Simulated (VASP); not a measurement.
# SnSe (Fm-3m) in VASP: further runs

Runs on SnSe. Level: LDA. Tasks: single point.

Everything below comes from runs of VASP 6.6.1. Logs are shortened: lines on timing, memory, paths and dates and some standing lists are left out, and cuts for length are marked.

**1. The crystal as given**

Symmetry: Fm-3m, No. 225, cubic system. The conventional cell has a = 6.020 Å, b = 6.020 Å, c = 6.020 Å, α = 90.00°, β = 90.00°, γ = 90.00°. Sn (site symmetry m-3m) has 6 Se at 3.01 Å as nearest neighbours. Se (site symmetry m-3m) has 6 Sn at 3.01 Å as nearest neighbours.

Measurements of this composition are mostly on another form, of space group No. 62.

**2. Single point, LDA, spin-orbit coupling, no magnetisation**

Contents of INCAR:

```
ALGO = Normal ; EDIFF = 1E-7
ENCUT = 400 ; GGA_COMPAT = F
ISIF = 2 ; ISMEAR = 0
LASPH = T ; LCHARG = F
LORBIT = 11 ; LREAL = F
LSORBIT = T ; LWAVE = F
MAGMOM = 0 0 0 0 0 0 ; NBANDS = 36
NELM = 100 ; PREC = Accurate
SIGMA = 0.02
```

Contents of KPOINTS:

```
k-points
0
Gamma
  5 5 5
```

Contents of POSCAR:

```
SnSe
1.0
    0.0000000000      3.0100000000      3.0100000000
    3.0100000000      0.0000000000      3.0100000000
    3.0100000000      3.0100000000      0.0000000000
Sn Se
1 1
Direct
    0.0000000000      0.0000000000      0.0000000000
    0.5000000000      0.5000000000      0.5000000000
```

Potentials or basis: VASP PAW LDA potentials, release 64 (Sn_d, Se).

On the command line:

```bash
> cat potpaw_LDA.64/Sn_d/POTCAR potpaw_LDA.64/Se/POTCAR > POTCAR
> mpirun -np 1 vasp_ncl > vasp.out
```

OUTCAR:

```text
EDIFF = 1E-7
   ENCUT = 400
   ISIF = 2
   ISMEAR = 0
   LASPH = T
   LORBIT = 11
   LREAL = F
   LSORBIT = T
   NELM = 100
   PREC = Accurate

 Found     10 irreducible k-points:

 Following reciprocal coordinates:
            Coordinates               Weight
  0.000000  0.000000  0.000000      1.000000
  0.200000  0.000000  0.000000      8.000000
  0.400000  0.000000  0.000000      8.000000
  0.200000  0.200000  0.000000      6.000000
  0.400000  0.200000  0.000000     24.000000
 -0.400000  0.200000  0.000000     24.000000
   k-points           NKPTS =     10   k-points in BZ     NKDIM =     10   number of bands    NBANDS=     36
   number of dos      NEDOS =    301   number of ions     NIONS =      2
   total plane-waves  NPLWV =  21952
   dimension x,y,z NGX =    28 NGY =   28 NGZ =   28
   dimension x,y,z NGXF=    56 NGYF=   56 NGZF=   56
   ions per type =               1   1
   NGX,Y,Z   is equivalent  to a cutoff of  10.94, 10.94, 10.94 a.u.
   NGXF,Y,Z  is equivalent  to a cutoff of  21.87, 21.87, 21.87 a.u.
 SYSTEM =  unknown system
   PREC   = accura    normal or accurate (medium, high low for compatibility)
   ISTART =      0    job   : 0-new  1-cont  2-samecut
   ICHARG =      2    charge: 1-file 2-atom 10-const
   ISPIN  =      1    spin polarized calculation?
   LNONCOLLINEAR =      T non collinear calculations
   LSORBIT =      T    spin-orbit coupling
   LASPH  =      T    aspherical Exc in radial PAW
   ENCUT  =  400.0 eV  29.40 Ry    5.42 a.u.   6.94  6.94  6.94*2*pi/ulx,y,z
   NELM   =    100;   NELMIN=  2; NELMDL= -5     # of ELM steps
   EDIFF  = 0.1E-06   stopping-criterion for ELM
   LREAL  =      F    real-space projection
   EDIFFG = 0.1E-05   stopping-criterion for IOM
   NSW    =      0    number of steps for IOM
   IBRION =     -1    ionic relax: 0-MD 1-quasi-New 2-CG
   NFREE  =      0    steps in history (QN), initial steepest desc. (CG)
   ISIF   =      2    stress and relaxation
   ISYM   =      2    0-nonsym 1-usesym 2-fastsym
   POTIM  = 0.5000    time-step for ionic-motion
   TEBEG  =    0.0;   TEEND  =   0.0 temperature during run
   PSTRESS=    0.0 pullay stress
   NELECT =      20.0000    total number of electrons
   NUPDOWN=      -1.0000    fix difference up-down
   EMIN   =  10.00;   EMAX   =-10.00  energy-range for DOS
   EFERMI =   0.00;   METHOD = LEGACY
   ISMEAR =     0;   SIGMA  =   0.02  broadening in eV -4-tet -1-fermi 0-gaus
   EFERMI_NEDOS =   21; number of points for ismear=-14 and -15
   IALGO  =     38    algorithm
   IMIX   =      4    mixing-type and parameters
     AMIX     =   0.40;   BMIX     =  1.00
     AMIX_MAG =   1.60;   BMIX_MAG =  1.00
  volume/ion in A,a.u.               =      27.27       184.03
  Fermi-wavevector in a.u.,A,eV,Ry     =   1.171768  2.214321 18.681350  1.373040
  Thomas-Fermi vector in A             =   2.308207
   LORBIT       =     11    0 simple, 1 ext, 2 COOP (PROOUT), +10 PAW based schemes
   GGA     = CA    functional components
   LHFCALC =     F    Hartree Fock is set to
   AEXX    =    0.0000 exact exchange contribution
   IVDW    =     0    specifies the selected vdW correction
   LEPSILON=     F    determine dielectric tensor
   LRPA    =     F    only Hartree local field effects (RPA)
 Gauss-broadening in eV      SIGMA  =   0.02
  energy-cutoff  :      400.00
  volume of cell :       54.54
 maximum number of plane-waves:      1998
   NGX = 13   NGY = 13   NGZ = 13

 number of electron      20.0000000 magnetization       0.0000000      0.0000000      0.0000000

 number of electron      19.9999997 magnetization      -0.0000000      0.0000000      0.0000000

 number of electron      19.9999997 magnetization       0.0000000     -0.0000000     -0.0000000

 Free energy of the ion-electron system (eV)
  ---------------------------------------------------
  ext. energy  EPLUGINS =         0.00000000
  ---------------------------------------------------
  free energy    TOTEN  =        -9.56722665 eV

  energy without entropy =       -9.56722665  energy(sigma->0) =       -9.56722665

 E-fermi :   5.4858     XC(G=0):  -9.8853

 val. band max:        5.2899655627   @ k =  -0.2000   0.2000   0.0000
 cond. band min:       6.1070845979   @ k =  -0.2000   0.2000   0.0000
 fundamental gap:      0.8171190352
 Fermi energy:         5.4857753216

 k-point     1 :       0.0000    0.0000    0.0000
  band No.  band energies     occupation
      1     -16.7041      1.00000
      2     -16.7041      1.00000
      3     -16.7041      1.00000
      4     -16.7041      1.00000
      5     -15.6632      1.00000
      6     -15.6632      1.00000
[... 24 lines left out ...]
     31      11.3141      0.00000
     32      11.3141      0.00000

 k-point     2 :       0.2000    0.0000    0.0000
  band No.  band energies     occupation
      1     -16.7043      1.00000
      2     -16.7043      1.00000
      3     -16.7022      1.00000
      4     -16.7022      1.00000
      5     -15.6655      1.00000
      6     -15.6655      1.00000
[... 24 lines left out ...]
     31      12.1678      0.00000
     32      12.1678      0.00000

 k-point     3 :       0.4000    0.0000    0.0000
  band No.  band energies     occupation
      1     -16.7047      1.00000
      2     -16.7047      1.00000
      3     -16.6992      1.00000
      4     -16.6992      1.00000
      5     -15.6692      1.00000
      6     -15.6692      1.00000
[... 24 lines left out ...]
     31      14.4442      0.00000
     32      14.4442      0.00000

 k-point     4 :       0.2000    0.2000    0.0000
  band No.  band energies     occupation
      1     -16.7035      1.00000
      2     -16.7035      1.00000
      3     -16.7029      1.00000
      4     -16.7029      1.00000
      5     -15.6657      1.00000
      6     -15.6657      1.00000
[... 24 lines left out ...]
     31      13.6091      0.00000
     32      13.6091      0.00000

 k-point     5 :       0.4000    0.2000    0.0000
  band No.  band energies     occupation
      1     -16.7040      1.00000
      2     -16.7040      1.00000
      3     -16.7007      1.00000
      4     -16.7007      1.00000
      5     -15.6687      1.00000
      6     -15.6687      1.00000
[... 24 lines left out ...]
     31      15.4899      0.00000
     32      15.4899      0.00000

 k-point     6 :      -0.4000    0.2000    0.0000
  band No.  band energies     occupation
      1     -16.7041      1.00000
      2     -16.7041      1.00000
      3     -16.6997      1.00000
      4     -16.6997      1.00000
      5     -15.6690      1.00000
      6     -15.6690      1.00000
[... 24 lines left out ...]
     31      14.4409      0.00000
     32      14.4409      0.00000

 [... further k-points ...]

 [bands above 32 left out]

------------------------ aborting loop because EDIFF is reached ----------------------------------------

  FORCE on cell =-STRESS in cart. coord.  units (eV):
  Direction    XX          YY          ZZ          XY          YZ          ZX
  --------------------------------------------------------------------------------------
  -------------------------------------------------------------------------------------
  Total       -1.1867603     -1.1867603     -1.1867603      0.0000000     -0.0000000      0.0000000
  in kB      -34.8613437    -34.8613437    -34.8613437      0.0000000     -0.0000000      0.0000000
  external PRESSURE =     -34.8613437 kB  Pullay stress =       0.0000000 kB

 VOLUME and BASIS-vectors are now :
 -----------------------------------------------------------------------------
  energy-cutoff  :      400.00
  volume of cell :       54.54
      direct lattice vectors                 reciprocal lattice vectors
     0.000000000  3.010000000  3.010000000    -0.166112957  0.166112957  0.166112957
     3.010000000  0.000000000  3.010000000     0.166112957 -0.166112957  0.166112957
     3.010000000  3.010000000  0.000000000     0.166112957  0.166112957 -0.166112957

 POSITION                                       TOTAL-FORCE (eV/Angst)
 -----------------------------------------------------------------------------------
      0.00000      0.00000      0.00000         0.000000      0.000000      0.000000
      3.01000      3.01000      3.01000        -0.000000     -0.000000     -0.000000
 -----------------------------------------------------------------------------------
    total drift:                               -0.000000      0.000000      0.000000

  FREE ENERGIE OF THE ION-ELECTRON SYSTEM (eV)
  ---------------------------------------------------
  free  energy   TOTEN  =        -9.5672266536 eV

  energy  without entropy=       -9.5672266536  energy(sigma->0) =       -9.56722665

 Spin-Orbit-Coupling matrix elements

 Ion:    1  E_soc:     -0.0914793
 l=   1
     0.0000000    -0.0089040    -0.0089040
    -0.0089040     0.0000000    -0.0089040
    -0.0089040    -0.0089040     0.0000000
 l=   2
     0.0000000    -0.0012639     0.0000000    -0.0012639    -0.0050787
    -0.0012639     0.0000000    -0.0038090    -0.0012639    -0.0012697
     0.0000000    -0.0038090     0.0000000    -0.0038090     0.0000000
    -0.0012639    -0.0012639    -0.0038090     0.0000000    -0.0012697
    -0.0050787    -0.0012697     0.0000000    -0.0012697     0.0000000
 l=   3
     0.0000000     0.0000000     0.0000000     0.0000000     0.0000000     0.0000000     0.0000000
     0.0000000     0.0000000     0.0000000     0.0000000     0.0000000     0.0000000     0.0000000
     0.0000000     0.0000000     0.0000000     0.0000000     0.0000000     0.0000000     0.0000000
     0.0000000     0.0000000     0.0000000     0.0000000     0.0000000     0.0000000     0.0000000
     0.0000000     0.0000000     0.0000000     0.0000000     0.0000000     0.0000000     0.0000000
     0.0000000     0.0000000     0.0000000     0.0000000     0.0000000     0.0000000     0.0000000
     0.0000000     0.0000000     0.0000000     0.0000000     0.0000000     0.0000000     0.0000000

 Ion:    2  E_soc:     -0.0437997
 l=   1
     0.0000000    -0.0073077    -0.0073077
    -0.0073077     0.0000000    -0.0073077
    -0.0073077    -0.0073077     0.0000000
 l=   2
     0.0000000    -0.0000016     0.0000000    -0.0000016     0.0000093
    -0.0000016     0.0000000     0.0000070    -0.0000016     0.0000023
     0.0000000     0.0000070     0.0000000     0.0000070     0.0000000
    -0.0000016    -0.0000016     0.0000070     0.0000000     0.0000023
     0.0000093     0.0000023     0.0000000     0.0000023     0.0000000
 l=   3
     0.0000000     0.0000000     0.0000000     0.0000000     0.0000000     0.0000000     0.0000000
     0.0000000     0.0000000     0.0000000     0.0000000     0.0000000     0.0000000     0.0000000
     0.0000000     0.0000000     0.0000000     0.0000000     0.0000000     0.0000000     0.0000000
     0.0000000     0.0000000     0.0000000     0.0000000     0.0000000     0.0000000     0.0000000
     0.0000000     0.0000000     0.0000000     0.0000000     0.0000000     0.0000000     0.0000000
     0.0000000     0.0000000     0.0000000     0.0000000     0.0000000     0.0000000     0.0000000
     0.0000000     0.0000000     0.0000000     0.0000000     0.0000000     0.0000000     0.0000000

 total charge

# of ion       s       p       d       tot
------------------------------------------
    1        1.386   0.689   9.986  12.062
    2        1.488   2.276   0.025   3.789
--------------------------------------------------
tot          2.875   2.966  10.011  15.851

 magnetization (x)

# of ion       s       p       d       tot
------------------------------------------
    1        0.000   0.000   0.000   0.000
    2       -0.000   0.000  -0.000  -0.000
--------------------------------------------------
tot          0.000   0.000  -0.000   0.000

 magnetization (y)

# of ion       s       p       d       tot
------------------------------------------
    1        0.000   0.000   0.000   0.000
    2        0.000   0.000  -0.000   0.000
--------------------------------------------------
tot          0.000   0.000  -0.000   0.000

 magnetization (z)

# of ion       s       p       d       tot
------------------------------------------
    1        0.000   0.000   0.000   0.000
    2       -0.000   0.000  -0.000   0.000
--------------------------------------------------
tot          0.000   0.000  -0.000   0.000
```

Wall time 13 s (1 thread of Intel Xeon 6975P-C (Granite Rapids), shared host); peak memory 0.2 GiB.

The run converged, but some of its settings lie outside the range that counts as converged, so its numbers aren't taken as properties of the crystal.

What came out:

```
Free energy                                           : -9.5672 eV
Pressure                                              : -3.5 GPa
Valence electrons inside the program's atomic spheres : Sn 12.06; Se 3.79
```

Caveat: the k mesh is coarse (spacing up to 0.36 Å⁻¹), so the values aren't converged; this odd mesh misses L, where the gap lies, so gap, dielectric constants and Born charges aren't listed.

**3. Single point, LDA, spin-orbit coupling, no magnetisation**

Edit INCAR of step 2 so:

```diff
@@ -1,3 +1,3 @@
 ALGO = Normal ; EDIFF = 1E-7
-ENCUT = 400 ; GGA_COMPAT = F
+ENCUT = 650 ; GGA_COMPAT = F
 ISIF = 2 ; ISMEAR = 0
```

Contents of KPOINTS:

```
k-points
0
Gamma
  4 4 4
```

POSCAR is that of step 2.

Potentials or basis: VASP PAW LDA potentials, release 64 (Sn_d, Se).

On the command line:

```bash
> cat potpaw_LDA.64/Sn_d/POTCAR potpaw_LDA.64/Se/POTCAR > POTCAR
> mpirun -np 1 vasp_ncl > vasp.out
```

OUTCAR:

```text
EDIFF = 1E-7
   ENCUT = 650
   ISIF = 2
   ISMEAR = 0
   LASPH = T
   LORBIT = 11
   LREAL = F
   LSORBIT = T
   NELM = 100
   PREC = Accurate

 Found      8 irreducible k-points:

 Following reciprocal coordinates:
            Coordinates               Weight
  0.000000  0.000000  0.000000      1.000000
  0.250000  0.000000  0.000000      8.000000
  0.500000  0.000000  0.000000      4.000000
  0.250000  0.250000  0.000000      6.000000
  0.500000  0.250000  0.000000     24.000000
 -0.250000  0.250000  0.000000     12.000000
   k-points           NKPTS =      8   k-points in BZ     NKDIM =      8   number of bands    NBANDS=     36
   number of dos      NEDOS =    301   number of ions     NIONS =      2
   total plane-waves  NPLWV =  46656
   dimension x,y,z NGX =    36 NGY =   36 NGZ =   36
[... 354 lines left out ...]
     0.0000000     0.0000000     0.0000000     0.0000000     0.0000000     0.0000000     0.0000000
     0.0000000     0.0000000     0.0000000     0.0000000     0.0000000     0.0000000     0.0000000
     0.0000000     0.0000000     0.0000000     0.0000000     0.0000000     0.0000000     0.0000000
     0.0000000     0.0000000     0.0000000     0.0000000     0.0000000     0.0000000     0.0000000
     0.0000000     0.0000000     0.0000000     0.0000000     0.0000000     0.0000000     0.0000000
     0.0000000     0.0000000     0.0000000     0.0000000     0.0000000     0.0000000     0.0000000

 total charge

# of ion       s       p       d       tot
------------------------------------------
    1        1.363   0.709   9.985  12.057
    2        1.496   2.253   0.026   3.776
--------------------------------------------------
tot          2.859   2.962  10.011  15.833

 magnetization (x)

# of ion       s       p       d       tot
------------------------------------------
    1       -0.000  -0.000   0.000  -0.000
    2       -0.000   0.000  -0.000  -0.000
--------------------------------------------------
tot         -0.000  -0.000  -0.000  -0.000

 magnetization (y)

# of ion       s       p       d       tot
------------------------------------------
    1        0.000  -0.000   0.000   0.000
    2       -0.000   0.000  -0.000  -0.000
--------------------------------------------------
tot          0.000  -0.000  -0.000   0.000

 magnetization (z)

# of ion       s       p       d       tot
------------------------------------------
    1       -0.000  -0.000   0.000  -0.000
    2       -0.000   0.000   0.000  -0.000
--------------------------------------------------
tot         -0.000  -0.000   0.000  -0.000
```

OSZICAR:

```text
N       E                     dE             d eps       ncg     rms          rms(c)
DAV:   1     0.205904062595E+03    0.20590E+03   -0.10070E+04   640   0.164E+03
DAV:   2     0.232407035258E+02   -0.18266E+03   -0.17140E+03   576   0.474E+02
DAV:   3    -0.809380429047E+01   -0.31335E+02   -0.30680E+02   680   0.145E+02
DAV:   4    -0.971855776778E+01   -0.16248E+01   -0.16201E+01   724   0.345E+01
DAV:   5    -0.976036451281E+01   -0.41807E-01   -0.41802E-01   804   0.575E+00    0.340E+00
DAV:   6    -0.960432321687E+01    0.15604E+00   -0.29037E-01   736   0.372E+00    0.209E+00
DAV:   7    -0.959985237739E+01    0.44708E-02   -0.65180E-02   748   0.117E+00    0.983E-01
DAV:   8    -0.959829027381E+01    0.15621E-02   -0.45491E-03   684   0.526E-01    0.473E-01
DAV:   9    -0.959816227057E+01    0.12800E-03   -0.45560E-04   680   0.150E-01    0.598E-02
DAV:  10    -0.959812556919E+01    0.36701E-04   -0.23018E-04   752   0.107E-01    0.270E-02
DAV:  11    -0.959812641656E+01   -0.84737E-06   -0.36924E-05   708   0.424E-02    0.541E-03
DAV:  12    -0.959812657501E+01   -0.15845E-06   -0.18592E-06   668   0.921E-03    0.286E-03
DAV:  13    -0.959812659178E+01   -0.16772E-07   -0.17276E-07   612   0.260E-03
   1 F= -.95981266E+01 E0= -.95981266E+01  d E =-.103909E-44  mag=    -0.0000    -0.0000    -0.0000
```

It took 23 s on 1 thread of Intel Xeon 6975P-C (Granite Rapids), shared host; peak memory 0.31 GiB.

The run converged, but some of its settings lie outside the range that counts as converged, so its numbers aren't taken as properties of the crystal.

What came out:

* Free energy: -9.5981 eV
* Pressure: -4.6 GPa
* Valence electrons inside the program's atomic spheres: Sn 12.06; Se 3.78

Caveat: the k mesh is coarse (spacing up to 0.45 Å⁻¹), so the values aren't converged.

**4. For comparison**

An earlier run on the cell as given: functional PBEsol; potentials or basis VASP PAW PBE potentials, release 64 (Sn_d, Se); cutoff 520 eV; k mesh 8 × 8 × 8; occupations fermi-dirac, width 0.05 eV; no spin polarisation.

- Pressure: -1.9 GPa
- Band gap on the k mesh: 0.65 eV, direct
